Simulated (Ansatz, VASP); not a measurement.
## Two plane-wave programs on Au

```
Au
1.0
     2.82385    0.00000    0.00000
    -1.41193    2.44553    0.00000
     0.00000    0.00000   10.87794
Au
4
Cartesian
  0.0000 1.6304 4.1352
  1.4119 0.8152 9.5742
  1.4119 0.8152 6.7427
  0.0000 1.6304 1.3037
```

Alike in both runs: task relaxation of cell and atoms; functional PBE; k mesh 9 × 9 × 2; occupations gaussian, width 0.1 eV; no spin polarisation.

|  | VASP | Ansatz |
| --- | --- | --- |
| version | VASP 6.6.1 | Ansatz 0.2.0 |
| potentials or method | VASP PAW PBE potentials, release 64 (Au) | scalar-relativistic, plane waves, PAW |
| plane-wave cutoff (eV) | 600 | 420 |
| valence electrons in the cell | 44 | 76 |

Ansatz gave:

- gap on the k mesh at the Fermi level, each at its own relaxed structure (eV): none
- relaxed volume (Å³/atom): 18.81
- relaxed cell length with the largest relative difference (Å): 10.562
- energy change over the relaxation (meV/atom): -7

Q: Estimate VASP's values.

A: gap on the k mesh at the Fermi level, each at its own relaxed structure (eV): none; relaxed volume (Å³/atom): 18.79; relaxed cell length with the largest relative difference (Å): 10.593; energy change over the relaxation (meV/atom): -7.

A gap of «none» marks a metal or a gap that the smearing closes. The two sets of potentials don't hold the same shells in valence.

Spin-orbit coupling is left out, which matters for the levels of Au.
